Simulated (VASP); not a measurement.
Wanted: the native input for a VASP 6.6.1 run.

* Task: single point
* Functional: PBEsol
* Potentials or basis: VASP PAW PBE potentials, release 64 (Br, K_sv)
* Cutoff: 520 eV
* k mesh: 7 × 7 × 7
* Occupations: gaussian, width 0.1 eV
* Spin: no spin polarisation
* Further INCAR settings: ALGO = Normal; EDIFF = 1e-06

The structure of KBr lies in POSCAR:

```
KBr
4.0435
    0.999999752690      0.000000000000      0.000000000000
    0.000000000000      0.999999752690      0.000000000000
    0.000000000000      0.000000000000      0.999999752690
Br K
1 1
Direct
    0.5000000000      0.5000000000      0.5000000000
    0.0000000000      0.0000000000      0.0000000000
```

Measurements of this composition are mostly on another form, of space group No. 225.

The input as run:

INCAR

```
  ALGO = Normal
  EDIFF = 1E-6
  ENCUT = 520
  GGA = PS
  ISIF = 2
  ISMEAR = 0
  LASPH = True
  LCHARG = True
  LELF = True
  LREAL = False
  LVHAR = True
  LWAVE = False
  NELM = 60
  PREC = Accurate
  SIGMA = 0.1
```

KPOINTS

```
k-points
0
Gamma
  7 7 7
```

Potentials or basis: VASP PAW PBE potentials, release 64 (Br, K_sv).

The run is started by

```sh
$ cat potpaw_PBE.64/Br/POTCAR potpaw_PBE.64/K_sv/POTCAR > POTCAR
$ mpirun -np 1 vasp_std > vasp.out
```

Results of the run:

| Quantity | Value |
| --- | --- |
| Pressure | -1.2 GPa |
| Band gap on the k mesh | 3.73 eV, indirect (least direct gap 3.97 eV) |

Caveat: the PAW data sets were made with another functional, which shifts forces and pressure a little; an odd mesh through Γ misses points on the zone boundary, where band edges often lie.

Wall time 17 s on 1 thread of Intel(R) Xeon(R) Platinum 8559C (Emerald Rapids), on a shared host, peak memory 0.16 GiB.
